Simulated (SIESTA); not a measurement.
AlPt:

```
Pt Al
1.0
     3.09155    0.00000    0.00000
     0.00000    3.09155    0.00000
     0.00000    0.00000    3.09155
Pt Al
1 1
Cartesian
  1.5458 1.5458 1.5458
  0.0000 0.0000 0.0000
```

Measurements of this composition are mostly on another form, of space group No. 198.

Base run:

* Program: SIESTA 5.4.2
* Functional: LDA
* Potentials or basis: PseudoDojo 0.4 standard (LDA files)
* Basis: DZP (energy shift 0.003 Ry; two zetas on semicore shells)
* Grid cutoff: 800 Ry
* Energy shift: 0.003 Ry
* k mesh: 9 × 9 × 9
* Occupations: fermi-dirac, width 0.05 eV
* Spin: no spin polarisation

Its results: band gap on the k mesh none (metal or under the smearing width); pressure -9.9 GPa.

Question: The run is repeated on the same cell with these changes: functional from LDA to PBEsol; potentials or basis from PseudoDojo 0.4 standard (LDA files) to PseudoDojo 0.4 standard (PBEsol files). What comes out?

Answer: Band gap on the k mesh none (metal or under the smearing width); pressure -5.8 GPa.

Caveats: short orbitals over semicore shells can move pressures by several GPa; spin-orbit coupling is left out, which moves the levels of the heavy elements; the basis of atomic orbitals isn't converged, which shifts pressures, moduli and gaps.
